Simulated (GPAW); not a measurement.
The system is CuO.

```
Cu O
1.0
     2.55255    0.00000    0.00000
     0.00000    2.55255    0.00000
     0.00000    0.00000    2.55255
Cu O
1 1
Direct
  0.00000 0.00000 0.00000
  0.50000 0.50000 0.50000
```

Measurements of this composition are mostly on another form, of space group No. 15.

Base run:

```yaml
Program: GPAW 26.7.0
Functional: PBE
Potentials_or_basis: PAW data sets generated in the run's folder for this functional
Cutoff: 800 eV
Basis: pw
k_mesh: 8 × 8 × 8
Occupations: fermi-dirac, width 0.05 eV
Spin: no spin polarisation
```

Its results: pressure 22.3 GPa.

Q: The run is repeated on the same cell with these changes: functional from PBE to OLYP. What comes out?

A: Pressure 23.3 GPa.

OLYP binds less tightly than PBE, so the same cell stands under more pressure.

Caveats: so large a pressure means that the cell lies far from this level's equilibrium, or that cutoff or potentials fall short; an odd number of electrons without spin polarisation forces a metal; a magnetic or distorted state may lie lower; the run has no spin polarisation, though such a crystal can be magnetic.

Not every run made on this cell is shown here.
